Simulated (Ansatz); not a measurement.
# Sn: the cost of one run

Computed with Ansatz 0.2.0 (DFT, scalar-relativistic, functionals as named in each step, unless a step's input says otherwise).

## 1. The starting structure

The structure is tetragonal, space group I4_1/amd (No. 141). Conventional cell: a = 5.832 Å, b = 5.832 Å, c = 3.181 Å, α = 90.00°, β = 90.00°, γ = 90.00°. Sn (site symmetry -4m2) has 6 Sn at 3.02 to 3.18 Å in its first shell of neighbours.

As a file:

```cif
data_structure
_symmetry_space_group_name_H-M 'P 1'
_symmetry_Int_Tables_number 1
_cell_length_a 4.4198
_cell_length_b 4.4198
_cell_length_c 4.4198
_cell_angle_alpha 97.442
_cell_angle_beta 97.442
_cell_angle_gamma 137.813
_cell_volume 54.10
loop_
_atom_site_label
_atom_site_type_symbol
_atom_site_fract_x
_atom_site_fract_y
_atom_site_fract_z
_atom_site_occupancy
Sn1 Sn 0.00000 0.00000 0.00000 1
Sn2 Sn 0.75000 0.25000 0.50000 1
```

Atoms are numbered in the order of the input: Sn1, Sn2.

## 2. LDA, LAPW

input.yaml reads:

```yaml
crystal:
  lattice:
    - [-2.91585, 2.91585, 1.59065]
    - [2.91585, -2.91585, 1.59065]
    - [2.91585, 2.91585, -1.59065]
  atoms:
    - { symbol: Sn, position: [0.0, 0.0, 0.0] }
    - { symbol: Sn, position: [0.75, 0.25, 0.5] }
kpoints:
  mp_grid: { grid: [15, 15, 15] }
  band_path:
    path:
      - [0.0, 0.0, 0.0]
      - [0.0, 0.0, 0.5]
      - [-0.5, 0.5, 0.5]
      - [0.0, 0.0, 0.0]
      - [0.3243975974, 0.3243975974, -0.3243975974]
      - [-0.3243975974, 0.6756024026, 0.3243975974]
      - [-0.5, 0.5, 0.5]
      - [0.0, 0.0, 0.5]
      - [0.25, 0.25, 0.25]
    npoints: 5
scf:
  occupations: { method: fermi_dirac, width: 0.05 }
hamiltonian:
  xc: lda
  pseudopotentials: { kind: all_electron, lapw: { basis_error: 0.0005 } }
output:
  forces: true
  stress: true
  eigenvalues: true
```

Command:

```console
$ ansatz run input.yaml --threads 1 --pin off --max-ram 2048MiB --backend cpu --events-out ev --progress --plain --runs-dir out
```

What time and memory should one allow on 1 thread of Arm Neoverse V1, shared host?

About 92 s, with a peak of 0.87 GiB.
